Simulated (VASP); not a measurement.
# InP (F-43m) in VASP: settings compared

The runs below take InP through single point, with PBEsol, PBE.

All numbers are computed with VASP 6.6.1; they aren't measurements. Logs are shortened: lines on timing, memory, paths and dates and some standing lists are left out, and cuts for length are marked.

## (1) The crystal as given

It takes space group F-43m (No. 216, cubic). Conventional cell: a = 5.861 Å, b = 5.861 Å, c = 5.861 Å, α = 90.00°, β = 90.00°, γ = 90.00°. Around In (site symmetry -43m) lie 4 P at 2.54 Å. Around P (site symmetry -43m) lie 4 In at 2.54 Å.

## (2) Single point, PBEsol, spin-orbit coupling, no magnetisation

Contents of INCAR:

```
PREC = Accurate ; ENCUT = 400
EDIFF = 1E-7 ; ISMEAR = 0
SIGMA = 0.02 ; LREAL = False
LASPH = True ; NELM = 100
ALGO = Normal ; ISIF = 2
LWAVE = False ; LCHARG = False
MAGMOM = 0 0 0 0 0 0 ; LORBIT = 11
LSORBIT = True ; GGA_COMPAT = False
GGA = PS ; NBANDS = 34
```

Contents of KPOINTS:

```
Automatic mesh
0
Gamma
  8 8 8
```

Contents of POSCAR:

```
InP
1.0
    0.0000000000      2.9305000000      2.9305000000
    2.9305000000      0.0000000000      2.9305000000
    2.9305000000      2.9305000000      0.0000000000
In P
1 1
Direct
    0.0000000000      0.0000000000      0.0000000000
    0.7500000000      0.7500000000      0.7500000000
```

Potentials or basis: VASP PAW PBE potentials, release 64 (In_d, P).

Started as:

```console
$ cat potpaw_PBE.64/In_d/POTCAR potpaw_PBE.64/P/POTCAR > POTCAR
$ mpirun -np 1 vasp_ncl > vasp.out
```

OUTCAR:

```text
PREC = Accurate
   ENCUT = 400
   EDIFF = 1E-7
   ISMEAR = 0
   LREAL = False
   LASPH = True
   NELM = 100
   ISIF = 2
   LORBIT = 11
   LSORBIT = True
   GGA = PS

 Found     43 irreducible k-points:

 Following reciprocal coordinates:
            Coordinates               Weight
  0.000000  0.000000  0.000000      1.000000
  0.125000  0.000000  0.000000      4.000000
 -0.125000  0.000000  0.000000      4.000000
  0.250000  0.000000  0.000000      4.000000
 -0.250000  0.000000  0.000000      4.000000
  0.375000  0.000000  0.000000      4.000000
   k-points           NKPTS =     43   k-points in BZ     NKDIM =     43   number of bands    NBANDS=     34
   number of dos      NEDOS =    301   number of ions     NIONS =      2
   total plane-waves  NPLWV =  21952
   dimension x,y,z NGX =    28 NGY =   28 NGZ =   28
   dimension x,y,z NGXF=    56 NGYF=   56 NGZF=   56
   ions per type =               1   1
   NGX,Y,Z   is equivalent  to a cutoff of  11.23, 11.23, 11.23 a.u.
   NGXF,Y,Z  is equivalent  to a cutoff of  22.46, 22.46, 22.46 a.u.
 SYSTEM =  unknown system
   PREC   = accura    normal or accurate (medium, high low for compatibility)
   ISTART =      0    job   : 0-new  1-cont  2-samecut
   ICHARG =      2    charge: 1-file 2-atom 10-const
   ISPIN  =      1    spin polarized calculation?
   LNONCOLLINEAR =      T non collinear calculations
   LSORBIT =      T    spin-orbit coupling
   LASPH  =      T    aspherical Exc in radial PAW
   ENCUT  =  400.0 eV  29.40 Ry    5.42 a.u.   6.76  6.76  6.76*2*pi/ulx,y,z
   NELM   =    100;   NELMIN=  2; NELMDL= -5     # of ELM steps
   EDIFF  = 0.1E-06   stopping-criterion for ELM
   LREAL  =      F    real-space projection
   EDIFFG = 0.1E-05   stopping-criterion for IOM
   NSW    =      0    number of steps for IOM
   IBRION =     -1    ionic relax: 0-MD 1-quasi-New 2-CG
   NFREE  =      0    steps in history (QN), initial steepest desc. (CG)
   ISIF   =      2    stress and relaxation
   ISYM   =      2    0-nonsym 1-usesym 2-fastsym
   POTIM  = 0.5000    time-step for ionic-motion
   TEBEG  =    0.0;   TEEND  =   0.0 temperature during run
   PSTRESS=    0.0 pullay stress
   NELECT =      18.0000    total number of electrons
   NUPDOWN=      -1.0000    fix difference up-down
   EMIN   =  10.00;   EMAX   =-10.00  energy-range for DOS
   EFERMI =   0.00;   METHOD = LEGACY
   ISMEAR =     0;   SIGMA  =   0.02  broadening in eV -4-tet -1-fermi 0-gaus
   EFERMI_NEDOS =   21; number of points for ismear=-14 and -15
   IALGO  =     38    algorithm
   IMIX   =      4    mixing-type and parameters
     AMIX     =   0.40;   BMIX     =  1.00
[... 251 lines left out ...]
  external PRESSURE =       5.3768694 kB  Pullay stress =       0.0000000 kB

 VOLUME and BASIS-vectors are now :
 -----------------------------------------------------------------------------
  energy-cutoff  :      400.00
  volume of cell :       50.33
      direct lattice vectors                 reciprocal lattice vectors
     0.000000000  2.930500000  2.930500000    -0.170619348  0.170619348  0.170619348
     2.930500000  0.000000000  2.930500000     0.170619348 -0.170619348  0.170619348
     2.930500000  2.930500000  0.000000000     0.170619348  0.170619348 -0.170619348

 POSITION                                       TOTAL-FORCE (eV/Angst)
 -----------------------------------------------------------------------------------
      0.00000      0.00000      0.00000        -0.000000     -0.000000      0.000000
      4.39575      4.39575      4.39575         0.000000      0.000000     -0.000000
 -----------------------------------------------------------------------------------
    total drift:                               -0.000000     -0.000000     -0.000000

  FREE ENERGIE OF THE ION-ELECTRON SYSTEM (eV)
  ---------------------------------------------------
  free  energy   TOTEN  =        -9.1901078194 eV

  energy  without entropy=       -9.1901078194  energy(sigma->0) =       -9.19010782

 Spin-Orbit-Coupling matrix elements

 Ion:    1  E_soc:     -0.0722678
 l=   1
     0.0000000    -0.0055020    -0.0055020
    -0.0055020     0.0000000    -0.0055020
    -0.0055020    -0.0055020     0.0000000
 l=   2
     0.0000000    -0.0013398     0.0000000    -0.0013398    -0.0052029
    -0.0013398     0.0000000    -0.0039021    -0.0013398    -0.0013007
     0.0000000    -0.0039021     0.0000000    -0.0039021     0.0000000
    -0.0013398    -0.0013398    -0.0039021     0.0000000    -0.0013007
    -0.0052029    -0.0013007     0.0000000    -0.0013007     0.0000000
 l=   3
     0.0000000     0.0000000     0.0000000     0.0000000     0.0000000     0.0000000     0.0000000
     0.0000000     0.0000000     0.0000000     0.0000000     0.0000000     0.0000000     0.0000000
     0.0000000     0.0000000     0.0000000     0.0000000     0.0000000     0.0000000     0.0000000
     0.0000000     0.0000000     0.0000000     0.0000000     0.0000000     0.0000000     0.0000000
     0.0000000     0.0000000     0.0000000     0.0000000     0.0000000     0.0000000     0.0000000
     0.0000000     0.0000000     0.0000000     0.0000000     0.0000000     0.0000000     0.0000000
     0.0000000     0.0000000     0.0000000     0.0000000     0.0000000     0.0000000     0.0000000

 Ion:    2  E_soc:     -0.0011160
 l=   1
     0.0000000    -0.0001860    -0.0001860
    -0.0001860     0.0000000    -0.0001860
    -0.0001860    -0.0001860     0.0000000
 l=   2
     0.0000000     0.0000000     0.0000000     0.0000000     0.0000000
     0.0000000     0.0000000     0.0000000     0.0000000     0.0000000
     0.0000000     0.0000000     0.0000000     0.0000000     0.0000000
     0.0000000     0.0000000     0.0000000     0.0000000     0.0000000
     0.0000000     0.0000000     0.0000000     0.0000000     0.0000000
 l=   3
     0.0000000     0.0000000     0.0000000     0.0000000     0.0000000     0.0000000     0.0000000
     0.0000000     0.0000000     0.0000000     0.0000000     0.0000000     0.0000000     0.0000000
     0.0000000     0.0000000     0.0000000     0.0000000     0.0000000     0.0000000     0.0000000
     0.0000000     0.0000000     0.0000000     0.0000000     0.0000000     0.0000000     0.0000000
     0.0000000     0.0000000     0.0000000     0.0000000     0.0000000     0.0000000     0.0000000
     0.0000000     0.0000000     0.0000000     0.0000000     0.0000000     0.0000000     0.0000000
     0.0000000     0.0000000     0.0000000     0.0000000     0.0000000     0.0000000     0.0000000

 total charge

# of ion       s       p       d       tot
------------------------------------------
    1        0.829   0.777   9.900  11.507
    2        1.028   1.478   0.000   2.506
--------------------------------------------------
tot          1.857   2.254   9.900  14.012

 magnetization (x)

# of ion       s       p       d       tot
------------------------------------------
    1       -0.000  -0.000  -0.000  -0.000
    2        0.000   0.000   0.000   0.000
--------------------------------------------------
tot          0.000  -0.000  -0.000   0.000

 magnetization (y)

# of ion       s       p       d       tot
------------------------------------------
    1        0.000   0.000   0.000   0.000
    2        0.000   0.000   0.000   0.000
--------------------------------------------------
tot          0.000   0.000   0.000   0.000

 magnetization (z)

# of ion       s       p       d       tot
------------------------------------------
    1       -0.000   0.000  -0.000  -0.000
    2        0.000   0.000   0.000   0.000
--------------------------------------------------
tot          0.000   0.000  -0.000   0.000
```

Run time: 73 s. Hardware: 1 thread of Intel Xeon Platinum 8488C (Sapphire Rapids), shared host; peak memory 0.27 GiB.

These settings aren't checked as converged: the numbers below hold their error.

Results:

```
Free energy                                           : -9.1901 eV
Pressure                                              : 0.5 GPa
Valence electrons inside the program's atomic spheres : In 11.51; P 2.51
```

Caveat: the PAW data sets were made with another functional, which shifts forces and pressure a little.

## (3) Single point, PBEsol, spin-orbit coupling, no magnetisation

Changes to INCAR since step 2:

```diff
@@ -1,2 +1,2 @@
-PREC = Accurate ; ENCUT = 400
+PREC = Accurate ; ENCUT = 500
 EDIFF = 1E-7 ; ISMEAR = 0
```

KPOINTS is that of step 2.

POSCAR is that of step 2.

Potentials or basis: VASP PAW PBE potentials, release 64 (In_d, P).

Started as:

```console
$ cat potpaw_PBE.64/In_d/POTCAR potpaw_PBE.64/P/POTCAR > POTCAR
$ mpirun -np 1 vasp_ncl > vasp.out
```

Wall time 2 min (1 thread of Intel Xeon Platinum 8488C (Sapphire Rapids), shared host); peak memory 0.33 GiB.

These settings aren't checked as converged: the numbers below hold their error.

What came out:

* Free energy: -9.1903 eV
* Pressure: 0.5 GPa
* Valence electrons inside the program's atomic spheres: In 11.51; P 2.51

Caveat: the PAW data sets were made with another functional, which shifts forces and pressure a little.

## (4) Single point, PBE (grid = ENCUT=400 dk=1.6 cell=2x2x2 ISMEAR=0 SIGMA=0.05 LREAL=Auto EDIFF=1e-06)

Contents of INCAR:

```
ALGO = Fast
EDIFF = 1E-6
ENCUT = 400
GGA = PE
ISIF = 2
ISMEAR = 0
LASPH = True
LCHARG = False
LREAL = Auto
LWAVE = False
NBANDS = 80
NELM = 120
PREC = Accurate
SIGMA = 0.05
```

Contents of KPOINTS:

```
k-points
0
Gamma
  1 1 1
```

Contents of POSCAR:

```
InP
1.0
    0.0000000000      5.8610000000      5.8610000000
    5.8610000000      0.0000000000      5.8610000000
    5.8610000000      5.8610000000      0.0000000000
In P
8 8
Direct
    0.0000000000      0.0000000000      0.0000000000
    0.0000000000      0.0000000000      0.5000000000
    0.0000000000      0.5000000000      0.0000000000
    0.0000000000      0.5000000000      0.5000000000
    0.5000000000      0.0000000000      0.0000000000
    0.5000000000      0.0000000000      0.5000000000
    0.5000000000      0.5000000000      0.0000000000
    0.5000000000      0.5000000000      0.5000000000
    0.3750000000      0.3750000000      0.3750000000
    0.3750000000      0.3750000000      0.8750000000
    0.3750000000      0.8750000000      0.3750000000
    0.3750000000      0.8750000000      0.8750000000
    0.8750000000      0.3750000000      0.3750000000
    0.8750000000      0.3750000000      0.8750000000
    0.8750000000      0.8750000000      0.3750000000
    0.8750000000      0.8750000000      0.8750000000
```

Potentials or basis: VASP PAW PBE potentials, release 64 (In_d, P).

Started as:

```console
$ cat potpaw_PBE.64/In_d/POTCAR potpaw_PBE.64/P/POTCAR > POTCAR
$ mpirun -np 1 vasp_std > vasp.out
```

OUTCAR:

```text
EDIFF = 1E-6
   ENCUT = 400
   GGA = PE
   ISIF = 2
   ISMEAR = 0
   LASPH = True
   LREAL = Auto
   NELM = 120
   PREC = Accurate

 Found      1 irreducible k-points:

 Following reciprocal coordinates:
            Coordinates               Weight
  0.000000  0.000000  0.000000      1.000000
   k-points           NKPTS =      1   k-points in BZ     NKDIM =      1   number of bands    NBANDS=     80
   number of dos      NEDOS =    301   number of ions     NIONS =     16
   total plane-waves  NPLWV = 157464
   dimension x,y,z NGX =    54 NGY =   54 NGZ =   54
   dimension x,y,z NGXF=   108 NGYF=  108 NGZF=  108
   ions per type =               8   8
   NGX,Y,Z   is equivalent  to a cutoff of  10.83, 10.83, 10.83 a.u.
   NGXF,Y,Z  is equivalent  to a cutoff of  21.66, 21.66, 21.66 a.u.
 SYSTEM =  unknown system
   PREC   = accura    normal or accurate (medium, high low for compatibility)
   ISTART =      0    job   : 0-new  1-cont  2-samecut
   ICHARG =      2    charge: 1-file 2-atom 10-const
   ISPIN  =      1    spin polarized calculation?
   LNONCOLLINEAR =      F non collinear calculations
   LSORBIT =      F    spin-orbit coupling
   LASPH  =      T    aspherical Exc in radial PAW
   ENCUT  =  400.0 eV  29.40 Ry    5.42 a.u.  13.52 13.52 13.52*2*pi/ulx,y,z
   NELM   =    120;   NELMIN=  2; NELMDL= -5     # of ELM steps
   EDIFF  = 0.1E-05   stopping-criterion for ELM
   LREAL  =      T    real-space projection
   EDIFFG = 0.1E-04   stopping-criterion for IOM
   NSW    =      0    number of steps for IOM
   IBRION =     -1    ionic relax: 0-MD 1-quasi-New 2-CG
   NFREE  =      0    steps in history (QN), initial steepest desc. (CG)
   ISIF   =      2    stress and relaxation
   ISYM   =      2    0-nonsym 1-usesym 2-fastsym
   POTIM  = 0.5000    time-step for ionic-motion
   TEBEG  =    0.0;   TEEND  =   0.0 temperature during run
   PSTRESS=    0.0 pullay stress
   NELECT =     144.0000    total number of electrons
   NUPDOWN=      -1.0000    fix difference up-down
   EMIN   =  10.00;   EMAX   =-10.00  energy-range for DOS
   EFERMI =   0.00;   METHOD = LEGACY
   ISMEAR =     0;   SIGMA  =   0.05  broadening in eV -4-tet -1-fermi 0-gaus
   EFERMI_NEDOS =   21; number of points for ismear=-14 and -15
   IALGO  =     68    algorithm
   IMIX   =      4    mixing-type and parameters
     AMIX     =   0.40;   BMIX     =  1.00
     AMIX_MAG =   1.60;   BMIX_MAG =  1.00
  volume/ion in A,a.u.               =      25.17       169.83
  Fermi-wavevector in a.u.,A,eV,Ry     =   1.162021  2.195901 18.371846  1.350293
  Thomas-Fermi vector in A             =   2.298587
   LORBIT       =      0    0 simple, 1 ext, 2 COOP (PROOUT), +10 PAW based schemes
   GGA     = PE    functional components
   LHFCALC =     F    Hartree Fock is set to
   AEXX    =    0.0000 exact exchange contribution
   IVDW    =     0    specifies the selected vdW correction
   LEPSILON=     F    determine dielectric tensor
   LRPA    =     F    only Hartree local field effects (RPA)
 non-spin polarized calculation
 RMM-DIIS sequential band-by-band and
 Gauss-broadening in eV      SIGMA  =   0.05
  energy-cutoff  :      400.00
  volume of cell :      402.67
 maximum number of plane-waves:      7391
 NGX is ok and might be reduce to    54
   NGX = 27   NGY = 27   NGZ = 27

 number of electron     144.0000104 magnetization

 Free energy of the ion-electron system (eV)
  ---------------------------------------------------
  ext. energy  EPLUGINS =         0.00000000
  ---------------------------------------------------
  free energy    TOTEN  =       -52.49060303 eV

  energy without entropy =      -52.49060303  energy(sigma->0) =      -52.49060303

 E-fermi :   5.8424     XC(G=0):  -9.1018

 val. band max:        5.5665708128   @ k =   0.0000   0.0000   0.0000
 cond. band min:       6.1753685198   @ k =   0.0000   0.0000   0.0000
 fundamental gap:      0.6087977069
 Fermi energy:         5.8424083156

 k-point     1 :       0.0000    0.0000    0.0000
  band No.  band energies     occupation
      1      -9.1923      2.00000
      2      -9.1923      2.00000
      3      -9.1923      2.00000
      4      -9.1294      2.00000
      5      -9.1294      2.00000
      6      -9.1294      2.00000
[... 72 lines left out ...]
     79       7.1161      0.00000
     80       7.1162      0.00000

------------------------ aborting loop because EDIFF is reached ----------------------------------------

  FORCE on cell =-STRESS in cart. coord.  units (eV):
  Direction    XX          YY          ZZ          XY          YZ          ZX
  --------------------------------------------------------------------------------------
  -------------------------------------------------------------------------------------
  Total       18.4346013     18.4346013     18.4346013     -0.0000000     -0.0000000      0.0000000
  in kB       73.3498403     73.3498403     73.3498403     -0.0000000     -0.0000000      0.0000000
  external PRESSURE =      73.3498403 kB  Pullay stress =       0.0000000 kB

 VOLUME and BASIS-vectors are now :
 -----------------------------------------------------------------------------
  energy-cutoff  :      400.00
  volume of cell :      402.67
      direct lattice vectors                 reciprocal lattice vectors
     0.000000000  5.861000000  5.861000000    -0.085309674  0.085309674  0.085309674
     5.861000000  0.000000000  5.861000000     0.085309674 -0.085309674  0.085309674
     5.861000000  5.861000000  0.000000000     0.085309674  0.085309674 -0.085309674

 POSITION                                       TOTAL-FORCE (eV/Angst)
 -----------------------------------------------------------------------------------
      0.00000      0.00000      0.00000        -0.000000     -0.000000     -0.000000
      2.93050      2.93050      0.00000        -0.000000     -0.000000     -0.000000
      2.93050      0.00000      2.93050        -0.000000     -0.000000     -0.000000
      5.86100      2.93050      2.93050        -0.000000     -0.000000     -0.000000
      0.00000      2.93050      2.93050        -0.000000     -0.000000     -0.000000
      2.93050      5.86100      2.93050        -0.000000     -0.000000     -0.000000
[... 8 lines left out ...]
      7.32625      7.32625     10.25675         0.000000      0.000000      0.000000
     10.25675     10.25675     10.25675         0.000000     -0.000000      0.000000
 -----------------------------------------------------------------------------------
    total drift:                                0.000004      0.000004      0.000005

  FREE ENERGIE OF THE ION-ELECTRON SYSTEM (eV)
  ---------------------------------------------------
  free  energy   TOTEN  =       -52.4906030303 eV

  energy  without entropy=      -52.4906030303  energy(sigma->0) =      -52.49060303
```

OSZICAR:

```text
N       E                     dE             d eps       ncg     rms          rms(c)
DAV:   1     0.148468961906E+04    0.14847E+04   -0.54668E+04   160   0.176E+03
DAV:   2     0.183915883097E+03   -0.13008E+04   -0.12813E+04   160   0.508E+02
DAV:   3    -0.371516145905E+02   -0.22107E+03   -0.20803E+03   184   0.219E+02
[... 15 lines left out ...]
RMM:  19    -0.524906083376E+02    0.52634E-05   -0.28929E-05   170   0.123E-02    0.210E-01
RMM:  20    -0.524906068049E+02    0.15327E-05   -0.78622E-06   157   0.849E-03    0.139E-01
RMM:  21    -0.524906044704E+02    0.23344E-05   -0.32335E-06   128   0.564E-03    0.835E-02
RMM:  22    -0.524906032028E+02    0.12676E-05   -0.47546E-06   136   0.568E-03    0.289E-02
RMM:  23    -0.524906030303E+02    0.17247E-06   -0.25606E-06   120   0.395E-03
   1 F= -.52490603E+02 E0= -.52490603E+02  d E =-.512778E-14
```

It took 2.3 min on 1 thread of AMD EPYC 7R13 (Zen 3), shared host; peak memory 0.34 GiB.

The run converged, but some of its settings lie outside the range that counts as converged, so its numbers aren't taken as properties of the crystal.

Results:

| Quantity | Value |
| --- | --- |
| Free energy | -52.4906 eV |
| Pressure | 7.3 GPa |
| Band gap on the k mesh | 0.61 eV |

Caveat: the k mesh is coarse (spacing up to 0.93 Å⁻¹), so the values aren't converged; spin-orbit coupling is left out, which moves the levels of the heavy elements; an odd mesh through Γ misses points on the zone boundary, where band edges often lie.

[end of part 1 of 2]
